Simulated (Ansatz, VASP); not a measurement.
# InP: VASP beside Ansatz

The input INCAR:

```
PREC = Accurate ; ENCUT = 520
EDIFF = 1E-6 ; ISMEAR = 0
SIGMA = 0.1 ; LREAL = F
LASPH = T ; NELM = 100
ALGO = Normal ; ISIF = 2
LWAVE = F ; LCHARG = F
GGA = CA ; NBANDS = 16
```

KPOINTS

```
regular mesh
0
Gamma
  6 6 6
```

Contents of POSCAR:

```
InP
1.0
    0.0000000000      2.9519763900      2.9519763900
    2.9519763900      0.0000000000      2.9519763900
    2.9519763900      2.9519763900      0.0000000000
In P
1 1
Direct
    0.0000000000      0.0000000000      0.0000000000
    0.7500000000      0.7500000000      0.7500000000
```

Input for Ansatz:

```yaml
crystal:
  lattice:
    - [0.0, 2.95197639, 2.95197639]
    - [2.95197639, 0.0, 2.95197639]
    - [2.95197639, 2.95197639, 0.0]
  atoms:
    - { symbol: In, position: [0.0, 0.0, 0.0] }
    - { symbol: P, position: [0.75, 0.75, 0.75] }
basis:
  ecutwfc: 420
kpoints:
  mp_grid: { grid: [6, 6, 6] }
hamiltonian:
  xc: lda
scf:
  occupations: { method: gaussian, width: 0.1 }
output:
  forces: true
  stress: true
  eigenvalues: true
```

The cell is a database's computed one.

Alike in both runs: task single point; functional LDA; k mesh 6 × 6 × 6; occupations gaussian, width 0.1 eV; no spin polarisation.

|  | VASP | Ansatz |
| --- | --- | --- |
| version | VASP 6.6.1 | Ansatz 0.2.0 |
| potentials or method | VASP PAW LDA potentials, release 64 (In_d, P) | scalar-relativistic, plane waves, PAW |
| plane-wave cutoff (eV) | 520 | 420 |
| valence electrons in the cell | 18 | 18 |

|  | VASP | Ansatz | Ansatz less VASP |
| --- | --- | --- | --- |
| gap on the k mesh at the Fermi level (eV) | 0.39 | 0.36 | -0.029 |
| least direct gap on the mesh (eV) | 0.39 | 0.36 | -0.029 |
| pressure (GPa) | -2.6 | -2.6 | -0.01 |

Caveats: spin-orbit coupling is left out, which moves the levels of the heavy elements.
